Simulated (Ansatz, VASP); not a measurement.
**One calculation of SiC, two programs**

INCAR

```
SYSTEM = SiC
ALGO = Normal
EDIFF = 1E-6
ENCUT = 520
GGA = PS
ISIF = 2
ISMEAR = 0
LASPH = .True.
LCHARG = .False.
LREAL = .False.
LWAVE = .False.
NBANDS = 26
NELM = 100
PREC = Accurate
SIGMA = 0.05
```

KPOINTS

```
k-points
0
Gamma
  12 12 4
  0 0 0
```

File POSCAR:

```
SiC
1.0
    3.0062000000      0.0000000000      0.0000000000
   -1.5031000000      2.6034455689      0.0000000000
    0.0000000000      0.0000000000     10.0758090153
Si C
4 4
Direct
    0.6666666667      0.3333333333      0.9378278494
    0.3333333333      0.6666666667      0.4378278494
    0.0000000000      0.0000000000      0.6878973398
    0.0000000000      0.0000000000      0.1878973398
    0.6666666667      0.3333333333      0.7498191768
    0.3333333333      0.6666666667      0.2498191768
    0.0000000000      0.0000000000      0.5004546340
    0.0000000000      0.0000000000      0.0004546340
```

Input for Ansatz:

```yaml
crystal:
  lattice:
    - [3.0062, 0.0, 0.0]
    - [-1.5031, 2.6034455689, 0.0]
    - [0.0, 0.0, 10.0758090153]
  atoms:
    - { symbol: Si, position: [0.6666666667, 0.3333333333, 0.9378278494] }
    - { symbol: Si, position: [0.3333333333, 0.6666666667, 0.4378278494] }
    - { symbol: Si, position: [0.0, 0.0, 0.6878973398] }
    - { symbol: Si, position: [0.0, 0.0, 0.1878973398] }
    - { symbol: C, position: [0.6666666667, 0.3333333333, 0.7498191768] }
    - { symbol: C, position: [0.3333333333, 0.6666666667, 0.2498191768] }
    - { symbol: C, position: [0.0, 0.0, 0.500454634] }
    - { symbol: C, position: [0.0, 0.0, 0.000454634] }
basis:
  ecutwfc: 520.0
kpoints:
  mp_grid: { grid: [12, 12, 4] }
hamiltonian:
  xc: pbesol
  pseudopotentials: { kind: paw, azcp: { folder: soft_1 } }
scf:
  occupations: { method: gaussian, width: 0.05 }
output:
  forces: true
  stress: true
  eigenvalues: true
  write_density: true
  write_potential: true
  elf: true
  volumetric_format: npy
```

Alike in both runs: task single point; functional PBEsol; k mesh 12 × 12 × 4; occupations gaussian, width 0.05 eV; no spin polarisation.

|  | VASP | Ansatz |
| --- | --- | --- |
| version | VASP 6.6.1 | Ansatz 0.2.0 |
| potentials or method | VASP PAW PBE potentials, release 64 (Si, C) | scalar-relativistic, plane waves, PAW |
| plane-wave cutoff (eV) | 520 | 520 |
| valence electrons in the cell | 32 | 32 |

```csv
,VASP,Ansatz,Ansatz less VASP
gap on the k mesh at the Fermi level (eV),2.00,2.01,+0.010
least direct gap on the mesh (eV),3.21,3.22,+0.014
pressure (GPa),12.1,11.8,-0.37
largest component of the traceless stress (GPa),9.81,9.73,-0.073
rms of the force components (eV/Å),0.164,0.162,-0.0019
```

Atom by atom the forces differ by 0.002 eV/Å (rms over components). Ansatz warned: «pseudo_functional_mismatch».

Caveats: the PAW data sets were made with another functional, which shifts forces and pressure a little (VASP). A hybrid or GW would open this gap; PBEsol tends to underestimate it. A k mesh can miss the band edges.
